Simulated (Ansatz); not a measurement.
CdI₂: 127I NMR of the central transition

Cell: a structure deposited in the COD, its atoms then relaxed with PBE in this cell.

```cif
data_structure
_symmetry_space_group_name_H-M 'P 1'
_symmetry_Int_Tables_number 1
_cell_length_a 4.2440
_cell_length_b 4.2440
_cell_length_c 6.8590
_cell_angle_alpha 90.000
_cell_angle_beta 90.000
_cell_angle_gamma 120.000
_cell_volume 106.99
loop_
_atom_site_label
_atom_site_type_symbol
_atom_site_fract_x
_atom_site_fract_y
_atom_site_fract_z
_atom_site_occupancy
Cd1 Cd 0.00000 0.00000 0.00000 1
I2 I 0.33333 0.66667 0.25249 1
I3 I 0.66667 0.33333 0.74751 1
```

Atom numbers follow the list; atoms alike are taken as one site, whose name carries the number of the first.

Method: Kohn–Sham DFT in Ansatz, PBE, plane waves and PAW, scalar-relativistic, 420 eV cutoff, Γ-centred 8×8×4 k-points, Fermi–Dirac smearing 0.02 eV.

127I has I = 5/2 and Q = -688.2 mb (Pyykkö 2018); at 28.2 T its Larmor frequency is ν₀ = 241.9 MHz (from the bare nuclear moment; shielding lowers the observed one by a per cent or two). Only the quadrupole interaction is simulated: positions count from each site's isotropic chemical shift, and shift anisotropy, dipolar and J coupling are left out.

Simulated pattern of one I site (static powder, Gaussian broadening 30 kHz):

```csv
offset (kHz),height
-453.1,1
-429.7,30
-406.3,100
-382.9,79
-359.5,56
-336.1,46
-312.7,41
-289.3,37
-265.9,35
-242.5,33
-219.1,31
-195.7,30
-172.3,29
-148.9,29
-125.5,28
-102.1,28
-78.7,28
-55.3,27
-31.9,27
-8.5,26
14.9,22
38.3,22
61.7,23
85.1,25
108.5,26
131.9,29
155.3,33
178.7,39
202.1,56
225.5,71
248.9,21
272.3,1
```

Q: Which |C_Q| and η does the pattern imply?

A: The pattern spans 646 kHz before broadening and its centre of gravity is at -124 kHz, which fixes P_Q; the places of the horns and steps fix η. That gives P_Q = 70.7 MHz, |C_Q| = 70.7 MHz and η = 0.00. The sign of C_Q can't be read from the pattern.

An axis of threefold or higher order runs through I, so V_zz lies along it and η is zero.

Without spin–orbit coupling the gradients at and beside I can be off by some per cent, at some sites by more.

The relaxation (4 steps) took 20 s of wall time (20 s of CPU time) and 0.55 GiB at its peak, on 1 thread of Intel Xeon Platinum 8375C CPU @ 2.90GHz (Ice Lake) (x86_64; 48 cores open to the job, memory cap 3.0 GiB, no GPU), a shared host with a load of 0.6 a core.
